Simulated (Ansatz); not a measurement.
Gas-phase electronic energies from Ansatz, PBE0-D4/def2-TZVP geometries. CBS: MP2 limit from def2 TZ/QZ plus the TZ coupled-cluster correction, frozen cores. Functionals use def2-TZVPP. B3LYP here is the variant with VWN-RPA as its local correlation; programs differ in this. Elements past krypton have def2 core potentials. For Sn outer-core shells are correlated without core-valence functions, which leaves a few kJ/mol of doubt a bond. One conformer a species, not always the lowest.

`[SiH3][SiH2][O][SnH3]` + `N=C(N)O` → `N=C(N)O[SiH3]` + `[SiH3][O][SnH3]`  (cleavage of the Si–Si bond)

(1) Is it downhill or uphill in electronic energy at CCSD(T)/CBS, and by how much? (An estimate is asked.)

(2) What do these levels give: PBE0-D4, B3LYP-D4, ωB97X-V, PBE, r2SCAN, B3LYP, MP2/def2-TZVPP, SCS-MP2/def2-TZVPP, CCSD/def2-TZVPP, MP2/def2-QZVPP, SCS-MP2/def2-QZVPP, MP2/CBS(def2)? (Best estimate.)

Largest T1 diagnostic among the species: 0.014.

Results:

(1) Computed: Downhill: ΔE = -84.0 kJ/mol.

(2) Computed: PBE0-D4 -65.5, B3LYP-D4 -82.5, ωB97X-V -80.8, PBE -58.4, r2SCAN -76.8, B3LYP -81.6, MP2/def2-TZVPP -92.6, SCS-MP2/def2-TZVPP -96.0, CCSD/def2-TZVPP -86.4, MP2/def2-QZVPP -93.0, SCS-MP2/def2-QZVPP -96.2, MP2/CBS(def2) -92.1 kJ/mol.

In def2-TZVPP, CCSD(T) changes the Hartree–Fock value by +18.1 kJ/mol (the triples alone add +1.9 kJ/mol) and MP2 by +10.0 kJ/mol. From PBE to PBE0 (25 % exact exchange), in def2-TZVPP and without D4, ΔE moves by −6.7 kJ/mol.
